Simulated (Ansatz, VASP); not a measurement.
# Two plane-wave programs on SiC

```
Si C
1.0
     0.00000    2.20053    2.20053
     2.20053    0.00000    2.20053
     2.20053    2.20053    0.00000
Si C
1 1
Direct
  0.25000 0.25000 0.25000
  0.00000 0.00000 0.00000
```

Alike in both runs: functional PBE; k mesh 10 × 10 × 10; occupations gaussian, width 0.02 eV; no spin polarisation.

Ansatz relaxed the structure, and its values are those at the end. VASP's run is a single point on that final structure, the one shown.

```csv
,VASP,Ansatz
version,VASP 6.6.1,Ansatz 0.2.0
potentials or method,"VASP PAW PBE potentials, release 64 (Si, C)","scalar-relativistic, plane waves, PAW"
plane-wave cutoff (eV),520,420
valence electrons in the cell,8,8
```

Ansatz gave:

| Quantity | Value |
| --- | --- |
| gap on the k mesh at the Fermi level (eV) | 1.39 |
| least direct gap on the mesh (eV) | 4.51 |
| pressure (GPa) | -3.0 |

Estimate VASP's values.

gap on the k mesh at the Fermi level (eV): 1.38; least direct gap on the mesh (eV): 4.51; pressure (GPa): -3.1.

The functional is the same, so the differences come from potentials, cutoffs and numerics.

A k mesh can miss the band edges. A hybrid or GW would open this gap; PBE tends to underestimate it.
